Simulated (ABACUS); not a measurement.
# SnSe (Fm-3m) in ABACUS: further runs

One crystal, SnSe, is run at these levels: PBE; tasks: relaxation of cell and atoms.

Program: ABACUS 3.10.1. These are calculated values, not measurements. Logs are shortened: lines on timing, memory, paths and dates and some standing lists are left out, and cuts for length are marked.

## 1. Starting point

Symmetry: Fm-3m, No. 225, cubic system. The conventional cell has a = 6.020 Å, b = 6.020 Å, c = 6.020 Å, α = 90.00°, β = 90.00°, γ = 90.00°. Sn (site symmetry m-3m) has 6 Se at 3.01 Å as nearest neighbours. Se (site symmetry m-3m) has 6 Sn at 3.01 Å as nearest neighbours.

Measurements of this composition are mostly on another form, of space group No. 62.

## 2. Relaxation of cell and atoms, PBE

run_abacus.py

```python
"""ABACUS run from a structure file: ASE reads it, the script writes STRU, KPT and INPUT."""
import re
import subprocess
from ase.io import read
from ase.units import Bohr

atoms = read("POSCAR")
atoms = atoms[(-atoms.numbers).argsort(kind="stable")]  # ABACUS lists atoms element by element
pseudo = {'Sn': 'Sn.upf', 'Se': 'Se.upf'}
orbital = {}
magmoms = None
kmesh = [6, 6, 6]
params = {
    'suffix': 'SnSe',
    'calculation': 'cell-relax',
    'basis_type': 'pw',
    'pseudo_dir': './',
    'symmetry': 1,
    'dft_functional': 'pbe',
    'ecutwfc': 87,
    'pseudo_rcut': 7,
    'nspin': 1,
    'nbands': 19,
    'ks_solver': 'dav',
    'smearing_method': 'fd',
    'smearing_sigma': 0.00367493,
    'scf_thr': 1e-08,
    'scf_nmax': 100,
    'mixing_type': 'broyden',
    'mixing_beta': 0.7,
    'cal_force': 1,
    'cal_stress': 1,
    'relax_nmax': 60,
    'force_thr_ev': 0.01,
    'relax_method': 'cg',
    'out_stru': 1,
    'stress_thr': 0.2,
    'kpar': 4,
}

symbols = atoms.get_chemical_symbols()
elements = list(dict.fromkeys(symbols))
lines = ["ATOMIC_SPECIES"] + [f"{e} {atoms.get_masses()[symbols.index(e)]:.4f} {pseudo[e]}" for e in elements]
if orbital:
    lines += ["", "NUMERICAL_ORBITAL"] + [orbital[e] for e in elements]
lines += ["", "LATTICE_CONSTANT", f"{1 / Bohr:.10f}", "", "LATTICE_VECTORS"]
lines += [" ".join(f"{x:.10f}" for x in v) for v in atoms.cell]
lines += ["", "ATOMIC_POSITIONS", "Direct"]
for e in elements:
    lines += ["", e, "0.0", str(symbols.count(e))]
    for i, p in enumerate(atoms.get_scaled_positions(wrap=False)):
        if symbols[i] == e:
            mag = "" if magmoms is None else " mag " + " ".join(str(x) for x in (magmoms[i] if isinstance(magmoms[i], list) else [magmoms[i]]))
            lines.append(" ".join(f"{x:.10f}" for x in p) + " 1 1 1" + mag)
open("STRU", "w").write("\n".join(lines) + "\n")
open("KPT", "w").write("K_POINTS\n0\nGamma\n%d %d %d 0 0 0\n" % tuple(kmesh))
open("INPUT", "w").write("INPUT_PARAMETERS\n" + "".join(f"{k:<20s}{v}\n" for k, v in params.items()))

done = subprocess.run(['mpirun', '-np', '4', 'abacus'])
if done.returncode:
    raise SystemExit(done.returncode)
log = open("OUT.SnSe/running_cell-relax.log").read()
print("final energy (eV):", re.findall(r"FINAL_ETOT_IS (\S+)", log))
```

POSCAR

```
SnSe
1.0
    0.0000000000      3.0100000000      3.0100000000
    3.0100000000      0.0000000000      3.0100000000
    3.0100000000      3.0100000000      0.0000000000
Sn Se
1 1
Direct
    0.0000000000      0.0000000000      0.0000000000
    0.5000000000      0.5000000000      0.5000000000
```

Potentials or basis: PseudoDojo NC SR 0.4.1 PBE standard, plane waves.

On the command line:

```
OMP_NUM_THREADS=1 python run_abacus.py > log
```

running log:

```text
ABACUS v3.10.1

               Atomic-orbital Based Ab-initio Computation at UStc

 ------------------------------------------------------------------------------------

 READING GENERAL INFORMATION
                           global_out_dir = OUT.SnSe/
                           global_in_card = INPUT
                               pseudo_dir = ./
                              orbital_dir =
                                    DSIZE = 4
                                    GSIZE = 1

 READING UNITCELL INFORMATION
                                    ntype = 2
                  lattice constant (Bohr) = 1.88973
              lattice constant (Angstrom) = 1

 READING ATOM TYPE 1
                               atom label = Sn
                      L=0, number of zeta = 1
                      L=1, number of zeta = 1
                      L=2, number of zeta = 1
             number of atom for this type = 1

 READING ATOM TYPE 2
                               atom label = Se
                      L=0, number of zeta = 1
                      L=1, number of zeta = 1
                      L=2, number of zeta = 1
             number of atom for this type = 1

                        TOTAL ATOM NUMBER = 2
DIRECT COORDINATES
    atom                   x                   y                   z     mag                  vx                  vy                  vz
taud_Sn1            0.0000000000        0.0000000000        0.0000000000  0.0000        0.0000000000        0.0000000000        0.0000000000
taud_Se1            0.5000000000        0.5000000000        0.5000000000  0.0000        0.0000000000        0.0000000000        0.0000000000

                          Volume (Bohr^3) = 368.066
                             Volume (A^3) = 54.5417

 Lattice vectors: (Cartesian coordinate: in unit of a_0)
                   +0               +3.01               +3.01
                +3.01                  +0               +3.01
                +3.01               +3.01                  +0
 Reciprocal vectors: (Cartesian coordinate: in unit of 2 pi/a_0)
            -0.166113           +0.166113           +0.166113
            +0.166113           -0.166113           +0.166113
            +0.166113           +0.166113           -0.166113
 The esolver type has been set to : ksdft_pw

                PAO radial cut off (Bohr) = 7

 Read in pseudopotential file is Sn.upf
                     pseudopotential type = NC
          exchange-correlation functional = PBE
                 nonlocal core correction = 1
                        valence electrons = 14
                                     lmax = 2
                           number of zeta = 3
                     number of projectors = 6
                           L of projector = 0
[... 5 lines left out ...]
                PAO radial cut off (Bohr) = 7

 Read in pseudopotential file is Se.upf
                     pseudopotential type = NC
          exchange-correlation functional = PBE
                 nonlocal core correction = 1
                        valence electrons = 16
                                     lmax = 2
                           number of zeta = 3
                     number of projectors = 6
                           L of projector = 0
                           L of projector = 0
                           L of projector = 1
                           L of projector = 1
                           L of projector = 2
                           L of projector = 2
     initial pseudo atomic orbital number = 18

 SETUP THE ELECTRONS NUMBER
            electron number of element Sn = 14
      total electron number of element Sn = 14
            electron number of element Se = 16
      total electron number of element Se = 16
            AUTOSET number of electrons:  = 30
                           occupied bands = 15
                                   NBANDS = 19
                                   NLOCAL = 18

%%%%%%%%%%%%%%%%%%%%%%%%%%%%%%%%%%%%%%%%%%%%%%%%%%%%%%%%%%%%%%%%%%%%%%%%%%%%%%%%%%%%%%%%%%%%%%%%%%%%%%%%%%
 Warning: the number of valence electrons in pseudopotential > 4 for Sn: [Kr] 4d10 5s2 5p2
 Warning: the number of valence electrons in pseudopotential > 6 for Se: [Ar] 3d10 4s2 4p4
 Pseudopotentials with additional electrons can yield (more) accurate outcomes, but may be less efficient.
 If you're confident that your chosen pseudopotential is appropriate, you can safely ignore this warning.
[... 158 lines left out ...]
 PW ALGORITHM --------------- ION=   1  ELEC=   1--------------------------------

 Notice: Threshold on eigenvalues was too large.
 hsover_error=0.3 > DRHO=0.0538838
 Origin diag ethr = 0.01
 New diag ethr = 0.000179613
[... 92 lines left out ...]
 charge density convergence is achieved
 final etot is -5444.3596018 eV
 EFERMI = 9.7502738784 eV

 STATE ENERGY(eV) AND OCCUPATIONS    NSPIN == 1
[... levels at 4 further k points ...]

------------------------------------------------------------------------------------------
 TOTAL-FORCE (eV/Angstrom)
------------------------------------------------------------------------------------------
                       Sn1         0.0000000000         0.0000000000         0.0000000000
                       Se1         0.0000000000         0.0000000000         0.0000000000
------------------------------------------------------------------------------------------
[... 13 lines left out ...]
 Largest gradient in stress is 6.157395 kbar.
 Threshold is 0.200000 kbar.

 Relaxation is not converged yet!
DIRECT COORDINATES
    atom                   x                   y                   z     mag                  vx                  vy                  vz
taud_Sn1            0.0000000000        0.0000000000        0.0000000000  0.0000        0.0000000000        0.0000000000        0.0000000000
taud_Se1            0.5000000000        0.5000000000        0.5000000000  0.0000        0.0000000000        0.0000000000        0.0000000000

                          Volume (Bohr^3) = 373.883029
                             Volume (A^3) = 55.403683
[... 10 lines left out ...]
 -------------------------------------------
 STEP OF RELAXATION : 2
 -------------------------------------------

[... set-up of the moved cell ...]

 PW ALGORITHM --------------- ION=   2  ELEC=   1--------------------------------
 Notice: Threshold on eigenvalues was too large.
 hsover_error=0.300000 > DRHO=0.000023
 Origin diag ethr = 0.010000
 New diag ethr = 0.000000

 Density error is 0.000031246277
                          Error Threshold = 0.000000077989
----------------------------------------------------------
     Energy           Rydberg                 eV
----------------------------------------------------------
 E_KohnSham     -400.1529839905      -5444.3606539732
 E_Harris       -400.1322424766      -5444.0784512000
 E_Fermi        0.6979471920         9.4960587140
----------------------------------------------------------

[... 2 further cycles ...]
 PW ALGORITHM --------------- ION=   2  ELEC=   4--------------------------------

 Density error is 0.000000004436
                          Error Threshold = 0.000000000555
----------------------------------------------------------
     Energy           Rydberg                 eV
----------------------------------------------------------
 E_KohnSham     -400.1529936962      -5444.3607860259
 E_KS(sigma->0) -400.1529884177      -5444.3607142083
 E_Harris       -400.1529026065      -5444.3595466876
 E_band         -34.6689464289       -471.6952150897
 E_one_elec     -191.9859767119      -2612.1032193777
 E_Hartree      108.1972884450       1472.0996310013
 E_xc           -92.4564200597       -1257.9341294940
 E_Ewald        -223.9078748125      -3046.4229245204
 E_entropy(-TS) -0.0000105570        -0.0001436351
 E_descf        0.0000000000         0.0000000000
[... 4 lines left out ...]
 charge density convergence is achieved
 final etot is -5444.36078602588 eV
 EFERMI = 9.49497384245 eV

 STATE ENERGY(eV) AND OCCUPATIONS    NSPIN == 1
[... levels at 4 further k points ...]

------------------------------------------------------------------------------------------
 TOTAL-FORCE (eV/Angstrom)
------------------------------------------------------------------------------------------
                       Sn1         0.0000000000         0.0000000000         0.0000000000
                       Se1         0.0000000000         0.0000000000         0.0000000000
------------------------------------------------------------------------------------------
[... 13 lines left out ...]
 Largest gradient in stress is 1.661856 kbar.
 Threshold is 0.200000 kbar.

 Relaxation is not converged yet!
DIRECT COORDINATES
    atom                   x                   y                   z     mag                  vx                  vy                  vz
taud_Sn1            0.0000000000        0.0000000000        0.0000000000  0.0000        0.0000000000        0.0000000000        0.0000000000
taud_Se1            0.5000000000        0.5000000000        0.5000000000  0.0000        0.0000000000        0.0000000000        0.0000000000

                          Volume (Bohr^3) = 372.609636
                             Volume (A^3) = 55.214985
[... 10 lines left out ...]
 -------------------------------------------
 STEP OF RELAXATION : 3
 -------------------------------------------

[... set-up of the moved cell ...]

 PW ALGORITHM --------------- ION=   3  ELEC=   1--------------------------------
 Notice: Threshold on eigenvalues was too large.
 hsover_error=0.300000 > DRHO=0.000041
 Origin diag ethr = 0.010000
 New diag ethr = 0.000000

 Density error is 0.000046825486
                          Error Threshold = 0.000000137954
----------------------------------------------------------
     Energy           Rydberg                 eV
----------------------------------------------------------
 E_KohnSham     -400.1529865746      -5444.3606891317
 E_Harris       -400.1778423952      -5444.6988699205
 E_Fermi        0.7018194713         9.5487437772
----------------------------------------------------------

[... 2 further cycles ...]
 PW ALGORITHM --------------- ION=   3  ELEC=   4--------------------------------

 Density error is 0.000000005186
                          Error Threshold = 0.000000000813
----------------------------------------------------------
     Energy           Rydberg                 eV
----------------------------------------------------------
 E_KohnSham     -400.1530010711      -5444.3608863670
 E_KS(sigma->0) -400.1529963911      -5444.3608226918
 E_Harris       -400.1528793264      -5444.3592299453
 E_band         -34.5725774372       -470.3840476925
 E_one_elec     -191.5707828498      -2606.4542170786
 E_Hartree      108.0400994434       1469.9609649172
 E_xc           -92.4596551042       -1257.9781445325
 E_Ewald        -224.1626532004      -3049.8893623227
 E_entropy(-TS) -0.0000093601        -0.0001273504
 E_descf        0.0000000000         0.0000000000
[... 112 lines left out ...]
 Largest gradient in stress is 0.073873 kbar.
 Threshold is 0.200000 kbar.

 Relaxation is converged!

 --------------------------------------------
 !FINAL_ETOT_IS -5444.3608863669714992 eV
 --------------------------------------------
```

It took 12 s on 4 MPI ranks of Intel Xeon 6975P-C (Granite Rapids), shared host; peak memory 0.44 GiB.

What came out:

- Free energy: -5444.3609 eV
- Relaxed volume: 27.61 Å³/atom
- Relaxed cell: a = 4.274 Å, b = 4.274 Å, c = 4.274 Å, α = 60.00°, β = 60.00°, γ = 60.00°
- Space group after relaxing (to 0.05 Å): Fm-3m (No. 225)
- Energy gained by relaxing: 0.6 meV/atom
- Ionic steps: 3
- Pressure after relaxing: 0.0 GPa
- Band gap on the k mesh: 0.52 eV, direct

The path:
| step | energy change (eV) | largest force (eV/Å) | pressure (GPa) | volume (Å³) |
| --- | --- | --- | --- | --- |
| 1 | 0.0000 | 0.0000 | 0.62 | 54.54 |
| 2 | -0.0012 | 0.0000 | -0.17 | 55.40 |
| 3 | -0.0013 | 0.0000 | 0.01 | 55.22 |

Final structure:
```cif
data_structure
_symmetry_space_group_name_H-M 'P 1'
_symmetry_Int_Tables_number 1
_cell_length_a 4.2742
_cell_length_b 4.2742
_cell_length_c 4.2742
_cell_angle_alpha 60.000
_cell_angle_beta 60.000
_cell_angle_gamma 60.000
_cell_volume 55.22
loop_
_atom_site_label
_atom_site_type_symbol
_atom_site_fract_x
_atom_site_fract_y
_atom_site_fract_z
_atom_site_occupancy
Sn1 Sn 0.00000 0.00000 0.00000 1
Se1 Se 0.50000 0.50000 0.50000 1
```

Caveat: spin-orbit coupling is left out, which moves the levels of the heavy elements.

## 3. Relaxation of cell and atoms, PBE, target pressure 5 GPa, at which the enthalpy is minimised

Changes to run_abacus.py since step 2:

```diff
@@ -37,2 +37,5 @@
     'stress_thr': 0.2,
+    'press1': 50,
+    'press2': 50,
+    'press3': 50,
     'kpar': 4,
```

POSCAR is that of step 2.

Potentials or basis: PseudoDojo NC SR 0.4.1 PBE standard, plane waves.

On the command line:

```
OMP_NUM_THREADS=1 python run_abacus.py > log
```

It took 20 s on 4 MPI ranks of Intel Xeon 6975P-C (Granite Rapids), shared host; peak memory 0.44 GiB.

It converged, with:

```yaml
Free_energy: -5444.2964 eV
Relaxed_volume: 25.38 Å³/atom
Relaxed_cell: a = 4.156 Å, b = 4.156 Å, c = 4.156 Å, α = 60.00°, β = 60.00°, γ = 60.00°
Space_group_after_relaxing_to_0.05_Å: Fm-3m (No. 225)
Energy_change_on_relaxing_the_enthalpy_is_what_falls: +31.6 meV/atom
Ionic_steps: 4
Pressure_after_relaxing: 5.0 GPa
Band_gap_on_the_k_mesh: 0.91 eV, direct
```

Step by step:
```tsv
step	energy change (eV)	largest force (eV/Å)	pressure (GPa)	volume (Å³)
1	0.0000	0.0000	0.62	54.54
2	0.1486	0.0000	8.21	48.66
3	0.0577	0.0000	4.74	50.93
4	0.0632	0.0000	4.99	50.75
```

Final structure:
```
Sn Se
1.0
     0.00000    2.93860    2.93860
     2.93860    0.00000    2.93860
     2.93860    2.93860    0.00000
Sn Se
1 1
Direct
  0.00000 0.00000 0.00000
  0.50000 0.50000 0.50000
```

Levels at points of the mesh, in eV from the valence-band top:
```
           k point  band 12  band 13  band 14  band 15  band 16  band 17  band 18
(0.00, 0.00, 0.00)    -4.78    -2.35    -2.35    -2.35     4.65     4.65     4.65
(0.50, 0.50, 0.50)    -8.38    -2.09    -2.09     0.00     0.91     1.26     1.26
(0.50, 0.50, 0.00)    -5.97    -5.93    -3.93    -3.93     2.83     5.82     5.82
```

Caveat: spin-orbit coupling is left out, which moves the levels of the heavy elements. A k mesh can miss the band edges.

[end of part 1 of 2]
